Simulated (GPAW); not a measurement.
A run of GPAW 26.7.0 is set up as follows.

run.py

```python
from ase.dft.bandgap import bandgap
from ase.io import read, write
from ase.units import Bohr, GPa
from gpaw import GPAW, PW
from gpaw.elf import elf_from_dft_calculation

atoms = read('Sn.xyz')

calc = GPAW(mode=PW(600),
            xc='RPBE',
            kpts={'size': (7, 7, 7), 'gamma': True},
            occupations={'name': 'fermi-dirac', 'width': 0.05},
            nbands=24,
            convergence={'density': 1e-05, 'energy': 1e-05},
            maxiter=150,
            txt='gpaw.txt')
atoms.calc = calc
energy = atoms.get_potential_energy()
forces = atoms.get_forces()
stress = atoms.get_stress()
calc.write('gs.gpw')
write('result.traj', atoms)
print(f'Energy: {energy:.6f} eV')
print('Forces (eV/A):')
print(forces.round(4))
print('Stress (GPa):', (stress / GPa).round(3))
print('Fermi level:', round(calc.get_fermi_level(), 4), 'eV')
print(f'Gap: {bandgap(calc)[0]:.4f} eV, direct: {bandgap(calc, direct=True)[0]:.4f} eV')

# fields on the real-space grid
write('density.cube', atoms, data=calc.get_pseudo_density() * Bohr**3)
write('potential.cube', atoms, data=calc.get_electrostatic_potential())
write('elf.cube', atoms, data=elf_from_dft_calculation(calc).data)

path = atoms.cell.bandpath('GXWKGLUWLK,UX', npoints=80, eps=1e-4)
bs_calc = calc.fixed_density(kpts=path, symmetry='off', nbands=38,
                             convergence={'bands': 'CBM+6.0', 'eigenstates': 1e-6}, txt='bands.txt')
bs = bs_calc.band_structure()
bs.write('bs.json')
print(f'Gap on the path: {bandgap(bs_calc)[0]:.4f} eV')
```

Sn.xyz

```xyz
2
Lattice="0.0000000000 3.2333428000 3.2333428000 3.2333428000 0.0000000000 3.2333428000 3.2333428000 3.2333428000 0.0000000000" Properties=species:S:1:pos:R:3 pbc="T T T"
Sn     4.8500142000      4.8500142000      4.8500142000
Sn     3.2333428000      3.2333428000      3.2333428000
```

Potentials or basis: the program's PAW data sets (release 1.2.1) made for this functional, pw.

Command:

```sh
$ OMP_NUM_THREADS=1 python run.py
```

Task: Predict the pressure.

Result: 5.0 GPa.

Task: Estimate the band gap along the path.

Result: None (metal or under the smearing width).

Levels at the corners of the path, in eV from the Fermi level:
| point | band 10 | band 11 | band 12 | band 13 | band 14 | band 15 | band 16 | band 17 | band 18 | band 19 |
| --- | --- | --- | --- | --- | --- | --- | --- | --- | --- | --- |
| Γ | -21.39 | -10.66 | -0.49 | 0.04 | 0.04 | 0.04 | 2.13 | 2.13 | 2.13 | 5.22 |
| X | -21.32 | -7.54 | -7.54 | -2.54 | -2.54 | 0.86 | 0.86 | 7.78 | 7.78 | 9.48 |
| W | -21.30 | -7.48 | -7.48 | -3.10 | -3.10 | 3.46 | 3.46 | 4.08 | 4.08 | 9.16 |
| K | -21.29 | -7.95 | -7.05 | -3.44 | -2.17 | 1.14 | 3.40 | 5.83 | 6.02 | 6.88 |
| Γ | -21.39 | -10.66 | -0.49 | 0.04 | 0.04 | 0.04 | 2.13 | 2.13 | 2.13 | 5.22 |
| L | -21.34 | -9.02 | -6.33 | -1.18 | -1.18 | 0.06 | 3.21 | 3.21 | 5.77 | 8.69 |
| U | -21.29 | -7.95 | -7.05 | -3.44 | -2.17 | 1.14 | 3.40 | 5.83 | 6.02 | 6.88 |
| W | -21.30 | -7.48 | -7.48 | -3.10 | -3.10 | 3.46 | 3.46 | 4.08 | 4.08 | 9.16 |
| L | -21.34 | -9.02 | -6.33 | -1.18 | -1.18 | 0.06 | 3.21 | 3.21 | 5.77 | 8.69 |
| K | -21.29 | -7.95 | -7.05 | -3.44 | -2.17 | 1.14 | 3.40 | 5.83 | 6.02 | 6.88 |
| U | -21.29 | -7.95 | -7.05 | -3.44 | -2.17 | 1.14 | 3.40 | 5.83 | 6.02 | 6.88 |
| X | -21.32 | -7.54 | -7.54 | -2.54 | -2.54 | 0.86 | 0.86 | 7.78 | 7.78 | 9.48 |

Caveat: spin-orbit coupling is left out, which moves the levels of the heavy elements.
